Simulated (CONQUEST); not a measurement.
SnO2 (Cassiterite):

```
Sn O
1.0
     3.18650    0.00000    0.00000
     0.00000    4.73800    0.00000
     0.00000    0.00000    4.73800
Sn O
2 4
Direct
  0.50000 0.50000 0.50000
  0.00000 0.00000 0.00000
  0.50000 0.19290 0.19290
  0.00000 0.69290 0.30710
  0.50000 0.80710 0.80710
  0.00000 0.30710 0.69290
```

Base run:

```yaml
Program: CONQUEST 1.3
Functional: PBE
Potentials_or_basis: PseudoDojo NC PBE, SZP, grid cutoff 150 Ha
k_mesh: 8 × 6 × 6
Occupations: fermi-dirac, width 0.05 eV
Spin: no spin polarisation
```

Its results: band gap on the k mesh 0.93 eV, direct; pressure 21.7 GPa; largest force 0.358 eV/Å.

Problem. After a change of settings the same cell gave: band gap on the k mesh 0.86 eV, direct; pressure 17.6 GPa; largest force 0.425 eV/Å. Which change was it?
A. k mesh from 8 × 6 × 6 to 5 × 3 × 3
B. potentials or basis from PseudoDojo NC PBE, SZP, grid cutoff 150 Ha to PseudoDojo NC PBE, DZP, grid cutoff 150 Ha
C. potentials or basis from PseudoDojo NC PBE, SZP, grid cutoff 150 Ha to PseudoDojo NC PBE, DZ, grid cutoff 150 Ha
D. k mesh from 8 × 6 × 6 to 6 × 4 × 4

Solution. C.

Caveats: the atomic basis is small; so large a pressure means that the cell lies far from this level's equilibrium, or that cutoff or potentials fall short; spin-orbit coupling is left out, which moves the levels of the heavy elements; the basis of atomic orbitals isn't converged, which shifts pressures, moduli and gaps.

Not every run made on this cell is shown here.
